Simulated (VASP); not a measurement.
# InSe (R3m) in VASP: a series of runs, part 2 of 2

VASP 6.6.1.

**3. Relaxation of cell and atoms, PBE**

This run uses another cell than the first one, of 33.08 Å³/atom, 1.131 times its volume.

File INCAR:

```
SYSTEM = InSe
PREC     = Accurate       ! precision mode
ENCUT    = 300            ! plane-wave cutoff, eV
EDIFF    = 1E-7           ! SCF threshold, eV
ISMEAR   = 0              ! smearing method
SIGMA    = 0.03           ! smearing width, eV
LREAL    = .False.        ! projectors in reciprocal space
LASPH    = .True.         ! aspherical terms in the spheres
NELM     = 80             ! most SCF steps
ALGO     = Normal         ! electronic algorithm
ISIF     = 3              ! what is computed and relaxed
LWAVE    = .False.        ! write WAVECAR
LCHARG   = .False.        ! write CHGCAR
GGA      = PE             ! functional
IBRION   = 2              ! ionic algorithm
NSW      = 90             ! ionic steps
EDIFFG   = -0.005         ! ionic threshold
```

File KPOINTS:

```
Automatic mesh
0
Gamma
  5 5 4
  0 0 0
```

File POSCAR:

```
InSe                                    
1.0
    2.0502998893      1.1837411930      9.0863786069
   -2.0502998893      1.1837411930      9.0863786069
    0.0000000000     -2.3674823860      9.0863786069
  In              Se            
     2     2
Direct
     0.0039718447045943    0.0039718447045943    0.0039718447045943
     0.1073609374585566    0.1073609374585566    0.1073609374585566
     0.6236818240690332    0.6236818240690332    0.6236818240690332
     0.8209853937678205    0.8209853937678205    0.8209853937678205
```

Potentials or basis: VASP PAW PBE potentials, release 64 (In, Se).

Run with:

```console
cat potpaw_PBE.64/In/POTCAR potpaw_PBE.64/Se/POTCAR > POTCAR
mpirun -np 1 vasp_std > vasp.out
```

OUTCAR:

```text
SYSTEM = InSe
   PREC = Accurate
   ENCUT = 300
   EDIFF = 1E-7
   ISMEAR = 0
   LREAL = .False.
   LASPH = .True.
   NELM = 80
   ISIF = 3
   GGA = PE
   IBRION = 2
   NSW = 90
   EDIFFG = -0.005

 ion  position               nearest neighbor table
   1  0.004  0.004  0.004-   3 2.69   3 2.69   3 2.69   2 2.82
   2  0.107  0.107  0.107-   4 2.69   4 2.69   4 2.69   1 2.82
   3  0.624  0.624  0.624-   1 2.69   1 2.69   1 2.69
   4  0.821  0.821  0.821-   2 2.69   2 2.69   2 2.69

  LATTYP: Found a trigonal (rhomboedric) cell.
 ALAT       =     9.3897416917
 COS(alpha) =     0.9046419236

  Lattice vectors:

 A1 = (   2.0502998893,   1.1837411930,   9.0863786069)
 A2 = (  -2.0502998893,   1.1837411930,   9.0863786069)
 A3 = (   0.0000000000,  -2.3674823860,   9.0863786069)

Analysis of symmetry for initial positions (statically):
=====================================================================
 Subroutine PRICEL returns:
 Original cell was already a primitive cell.

 Routine SETGRP: Setting up the symmetry group for a
 trigonal (rhombohedral) supercell.

 Subroutine GETGRP returns: Found  6 space group operations
 (whereof  6 operations were pure point group operations)
 out of a pool of 12 trial point group operations.

[... 308 lines left out ...]

------------------------ aborting loop because EDIFF is reached ----------------------------------------
[... 71 lines left out ...]
--------------------------------------- Ionic step       23  -------------------------------------------

 number of electron      17.9999996 magnetization

 Free energy of the ion-electron system (eV)
  ---------------------------------------------------
  ext. energy  EPLUGINS =         0.00000000
  ---------------------------------------------------
  free energy    TOTEN  =       -14.22135551 eV

  energy without entropy =      -14.22135551  energy(sigma->0) =      -14.22135551

 E-fermi :   1.7057     XC(G=0):  -8.0101

 val. band max:        1.5457016082   @ k =   0.4000   0.4000   0.5000
 cond. band min:       2.9225482653   @ k =   0.4000   0.4000   0.5000
 fundamental gap:      1.3768466571
 Fermi energy:         1.7056971335

 k-point     1 :       0.0000    0.0000    0.0000
  band No.  band energies     occupation
      1     -11.2343      2.00000
      2     -11.1079      2.00000
      3      -4.0670      2.00000
      4      -1.5833      2.00000
      5       0.6550      2.00000
      6       0.6550      2.00000
      7       0.6879      2.00000
      8       0.6879      2.00000
      9       0.7756      2.00000
     10       3.0421      0.00000
     11       3.8320      0.00000
     12       6.0997      0.00000
     13       6.0997      0.00000
[... 354 lines left out ...]
  band No.  band energies     occupation
      1     -10.4956      2.00000
      2     -10.4461      2.00000
      3      -4.2173      2.00000
      4      -3.4199      2.00000
      5      -1.3080      2.00000
      6      -0.3161      2.00000
      7      -0.2151      2.00000
      8      -0.1525      2.00000
      9       0.4187      2.00000
     10       3.3771      0.00000
     11       3.4719      0.00000
     12       5.4575      0.00000
     13       5.7625      0.00000

 [... further k-points ...]
[... 5 lines left out ...]
  --------------------------------------------------------------------------------------
  -------------------------------------------------------------------------------------
  Total        0.0179106      0.0179106      0.0190013      0.0000000      0.0000000      0.0000000
  in kB        0.2141470      0.2141470      0.2271881      0.0000000      0.0000000      0.0000000
  external PRESSURE =       0.2184940 kB  Pullay stress =       0.0000000 kB
[... 19 lines left out ...]
  FREE ENERGIE OF THE ION-ELECTRON SYSTEM (eV)
  ---------------------------------------------------
  free  energy   TOTEN  =       -14.2213555058 eV

  energy  without entropy=      -14.2213555058  energy(sigma->0) =      -14.22135551

 reached required accuracy - stopping structural energy minimisation
```

OSZICAR:

```text
N       E                     dE             d eps       ncg     rms          rms(c)
DAV:   1     0.651839961017E+02    0.65184E+02   -0.47075E+03   858   0.685E+02
[... 180 lines left out ...]
       N       E                     dE             d eps       ncg     rms          rms(c)
DAV:   1    -0.142213700962E+02   -0.19759E-04   -0.35637E-03   858   0.338E-01    0.275E-02
DAV:   2    -0.142213656909E+02    0.44053E-05   -0.15729E-04   948   0.795E-02    0.118E-02
DAV:   3    -0.142213580682E+02    0.76227E-05   -0.83460E-06  1083   0.182E-02    0.712E-03
DAV:   4    -0.142213553250E+02    0.27432E-05   -0.88526E-06   998   0.174E-02    0.222E-03
DAV:   5    -0.142213554811E+02   -0.15605E-06   -0.88757E-07  1033   0.611E-03    0.151E-03
DAV:   6    -0.142213555058E+02   -0.24696E-07   -0.39430E-08   634   0.127E-03
  23 F= -.14221356E+02 E0= -.14221356E+02  d E =-.236857E-04
```

CONTCAR:

```text
InSe
   1.00000000000000
     2.0490350196569733    1.1830109201711216    9.2133944097078491
    -2.0490350196569733    1.1830109201711216    9.2133944097078491
     0.0000000000000001   -2.3660218403422433    9.2133944097078491
  In              Se
     2     2
Direct
     0.0046972962399147    0.0046972962399147    0.0046972962399147
     0.1066272314544368    0.1066272314544368    0.1066272314544368
     0.6250314364274647    0.6250314364274647    0.6250314364274647
     0.8196440358781882    0.8196440358781882    0.8196440358781882

  0.00000000E+00  0.00000000E+00  0.00000000E+00
  0.00000000E+00  0.00000000E+00  0.00000000E+00
  0.00000000E+00  0.00000000E+00  0.00000000E+00
  0.00000000E+00  0.00000000E+00  0.00000000E+00
```

Run time: 19 min. Hardware: 1 thread of AMD EPYC 7R13 (Zen 3), shared host; peak memory 0.41 GiB.

Results:

```
Free energy                            : -14.2214 eV
Relaxed volume                         : 33.50 Å³/atom
Relaxed cell                           : a = 9.512 Å, b = 9.512 Å, c = 9.512 Å, α = 24.88°, β = 24.88°, γ = 24.88°
Space group after relaxing (to 0.05 Å) : R3m (No. 160)
Energy gained by relaxing              : 0.1 meV/atom
Ionic steps                            : 23
Pressure after relaxing                : 0.0 GPa
Largest force after relaxing           : 0.004 eV/Å
Band gap on the k mesh                 : 1.38 eV, direct
```

Forces in eV/Å, atoms in the order of the input:
```
In   0.000  0.000  0.003
In   0.000  0.000 -0.001
Se   0.000  0.000 -0.004
Se   0.000  0.000  0.002
```

The path:
| step | energy change (eV) | largest force (eV/Å) | pressure (GPa) | volume (Å³) |
| --- | --- | --- | --- | --- |
| 1 | 0.0000 | 0.0053 | 0.00 | 132.32 |
| 2 | 0.0000 | 0.0053 | 0.00 | 132.33 |
| 3 | 0.0000 | 0.0131 | 0.01 | 132.37 |
| 4 | 0.0000 | 0.0118 | 0.00 | 132.39 |
| 5 | 0.0000 | 0.0098 | 0.00 | 132.42 |
| 6 | -0.0001 | 0.0154 | -0.01 | 132.50 |
| 7 | -0.0001 | 0.0265 | -0.04 | 132.66 |
| 8 | -0.0001 | 0.0224 | -0.03 | 132.60 |
| 9 | -0.0001 | 0.0219 | -0.03 | 132.60 |
| 10 | -0.0001 | 0.0207 | -0.02 | 132.62 |
| 11 | -0.0001 | 0.0182 | 0.00 | 132.65 |
| 12 | -0.0002 | 0.0154 | 0.04 | 132.70 |
| 13 | -0.0002 | 0.0120 | 0.03 | 132.78 |
| 14 | -0.0003 | 0.0067 | 0.02 | 133.02 |
| 15 | -0.0004 | 0.0187 | 0.01 | 133.50 |
| 16 | -0.0004 | 0.0233 | 0.01 | 133.61 |
| 17 | -0.0004 | 0.0109 | -0.02 | 133.84 |
| 18 | -0.0004 | 0.0067 | -0.03 | 133.91 |
| 19 | -0.0004 | 0.0005 | -0.01 | 133.93 |
| 20 | -0.0004 | 0.0028 | 0.00 | 133.94 |
| 21 | -0.0004 | 0.0038 | 0.01 | 133.94 |
| 22 | -0.0004 | 0.0033 | 0.02 | 133.98 |
| 23 | -0.0004 | 0.0037 | 0.02 | 134.00 |

Final structure:
```
In Se
1.0
     2.04904    1.18301    9.21339
    -2.04904    1.18301    9.21339
     0.00000   -2.36602    9.21339
In Se
2 2
Cartesian
  0.0000 0.0000 0.1298
  0.0000 0.0000 2.9472
  0.0000 0.0000 17.2760
  0.0000 0.0000 22.6551
```

Caveat: the k mesh is coarse (spacing up to 0.45 Å⁻¹), so the values aren't converged; spin-orbit coupling is left out, which moves the levels of the heavy elements; an odd mesh through Γ misses points on the zone boundary, where band edges often lie.

**4. Relaxation of cell and atoms, LDA**

File INCAR:

```
SYSTEM = InSe
PREC = Accurate ; ENCUT = 600
EDIFF = 1E-6 ; ISMEAR = 0
SIGMA = 0.03 ; LREAL = .False.
LASPH = .True. ; NELM = 80
ALGO = Normal ; ISIF = 3
LWAVE = .False. ; LCHARG = .False.
IBRION = 2 ; NSW = 90
EDIFFG = -0.01 ; KPAR = 2
```

File KPOINTS:

```
regular mesh
0
Gamma
  9 9 8
  0 0 0
```

File POSCAR:

```
InSe
1.0
    2.0000000000      1.1547005384      8.4400000000
   -2.0000000000      1.1547005384      8.4400000000
    0.0000000000     -2.3094010768      8.4400000000
In Se
2 2
Direct
    0.0000000000      0.0000000000      0.0000000000
    0.1114000000      0.1114000000      0.1114000000
    0.6165000000      0.6165000000      0.6165000000
    0.8281000000      0.8281000000      0.8281000000
```

Potentials or basis: VASP PAW LDA potentials, release 64 (In_d, Se).

Run with:

```console
cat potpaw_LDA.64/In_d/POTCAR potpaw_LDA.64/Se/POTCAR > POTCAR
mpirun -np 2 vasp_std > vasp.out
```

Run time: 2 h. Hardware: 2 MPI ranks of Intel Xeon Platinum 8488C (Sapphire Rapids), shared host; peak memory 0.9 GiB.

Results (log left out):

| Property | Result |
| --- | --- |
| Free energy | -16.6718 eV |
| Relaxed volume | 27.86 Å³/atom |
| Relaxed cell | a = 8.462 Å, b = 8.462 Å, c = 8.462 Å, α = 27.17°, β = 27.17°, γ = 27.17° |
| Space group after relaxing (to 0.05 Å) | R3m (No. 160) |
| Energy gained by relaxing | 7.1 meV/atom |
| Ionic steps | 20 |
| Pressure after relaxing | 0.0 GPa |
| Largest force after relaxing | 0.003 eV/Å |
| Band gap on the k mesh | 0.62 eV, direct |

Forces on the atoms (eV/Å):
```
In   0.000  0.000  0.000
In   0.000  0.000 -0.001
Se   0.000  0.000 -0.002
Se   0.000  0.000  0.003
```

Step by step:
```csv
step,energy change (eV),largest force (eV/Å),pressure (GPa),volume (Å³)
1,0.0000,0.2546,-1.34,116.95
2,-0.0209,0.1811,0.37,112.86
3,-0.0213,0.1572,0.22,113.29
4,-0.0232,0.0927,-0.06,113.36
5,-0.0234,0.0730,-0.01,113.34
6,-0.0240,0.0534,-0.07,113.32
7,-0.0247,0.0316,-0.25,113.27
8,-0.0251,0.0240,-0.20,113.08
9,-0.0258,0.0224,-0.03,112.52
10,-0.0256,0.0504,0.31,111.41
11,-0.0260,0.0349,0.14,112.04
12,-0.0265,0.0261,0.14,111.89
13,-0.0273,0.0428,0.15,111.50
14,-0.0270,0.1315,0.18,110.72
15,-0.0275,0.0741,0.15,111.22
16,-0.0280,0.0549,0.03,111.41
17,-0.0283,0.0322,-0.11,111.65
18,-0.0285,0.0125,0.00,111.48
19,-0.0285,0.0133,0.00,111.48
20,-0.0286,0.0033,0.01,111.45
```

Final structure:
```
In Se
1.0
     1.98750    1.14748    8.14481
    -1.98750    1.14748    8.14481
     0.00000   -2.29497    8.14481
In Se
2 2
Direct
  0.99952 0.99952 0.99952
  0.11185 0.11185 0.11185
  0.61416 0.61416 0.61416
  0.83046 0.83046 0.83046
```

Levels at points of the mesh, in eV from the valence-band top:
| k point | band 16 | band 17 | band 18 | band 19 | band 20 | band 21 | band 22 | band 23 |
| --- | --- | --- | --- | --- | --- | --- | --- | --- |
| (0.00, 0.00, 0.00) | -1.40 | -1.40 | -1.24 | -1.24 | 1.76 | 1.98 | 4.24 | 4.24 |
| (0.00, 0.00, 0.50) | -2.59 | -2.50 | -2.29 | -1.74 | 0.98 | 1.95 | 3.61 | 3.95 |

Caveat: spin-orbit coupling is left out, which moves the levels of the heavy elements; an odd mesh through Γ misses points on the zone boundary, where band edges often lie.

**5. Relaxation of cell and atoms, LDA**

This run uses another cell than the first one, of 27.86 Å³/atom, 0.953 times its volume.

File INCAR:

```
SYSTEM = InSe
PREC = Accurate ; ENCUT = 600
EDIFF = 1E-7 ; ISMEAR = 0
SIGMA = 0.03 ; LREAL = .False.
LASPH = .True. ; NELM = 80
ALGO = Normal ; ISIF = 3
LWAVE = .False. ; LCHARG = .False.
IBRION = 2 ; NSW = 90
EDIFFG = -0.005 ; KPAR = 2
```

KPOINTS is that of step 4.

File POSCAR:

```
InSe                                    
1.0
    1.9875001038      1.1474837199      8.1448116869
   -1.9875001038      1.1474837199      8.1448116869
    0.0000000000     -2.2949674399      8.1448116869
  In              Se            
     2     2
Direct
     0.9995179133706540    0.9995179133706540    0.9995179133706540
     0.1118548310631152    0.1118548310631152    0.1118548310631152
     0.6141638594487479    0.6141638594487479    0.6141638594487479
     0.8304633961174877    0.8304633961174877    0.8304633961174877
```

Run with:

```console
cat potpaw_LDA.64/In_d/POTCAR potpaw_LDA.64/Se/POTCAR > POTCAR
mpirun -np 2 vasp_std > vasp.out
```

Run time: 13 min. Hardware: 2 MPI ranks of Intel Xeon Platinum 8488C (Sapphire Rapids), shared host; peak memory 0.88 GiB.

The run converged. Its results:

```
Free energy                  : -16.6715 eV
Pressure after relaxing      : 0.0 GPa
Largest force after relaxing : 0.004 eV/Å
Band gap on the k mesh       : 0.62 eV, direct
```

Forces on the atoms (eV/Å):
```
In   0.000  0.000  0.000
In   0.000  0.000 -0.001
Se   0.000  0.000 -0.002
Se   0.000  0.000  0.004
```

Final structure:
```xyz
4
Lattice="1.9875 1.1475 8.1448 -1.9875 1.1475 8.1448 0.0000 -2.2950 8.1448" Properties=species:S:1:pos:R:3 pbc="T T T"
In    0.0000    0.0000   24.4227
In    0.0000    0.0000    2.7331
Se    0.0000    0.0000   15.0067
Se    0.0000    0.0000   20.2919
```

Levels at points of the mesh, in eV from the valence-band top:
```tsv
k point	band 17	band 18	band 19	band 20	band 21	band 22
(0.00, 0.00, 0.00)	-1.40	-1.24	-1.24	1.76	1.98	4.24
(0.00, 0.00, 0.50)	-2.50	-2.29	-1.74	0.98	1.95	3.61
```

Caveat: the relaxation stopped at its first step, so nothing moved; spin-orbit coupling is left out, which moves the levels of the heavy elements; an odd mesh through Γ misses points on the zone boundary, where band edges often lie. Expect the measured gap to be larger: semilocal functionals such as LDA lack the derivative discontinuity.
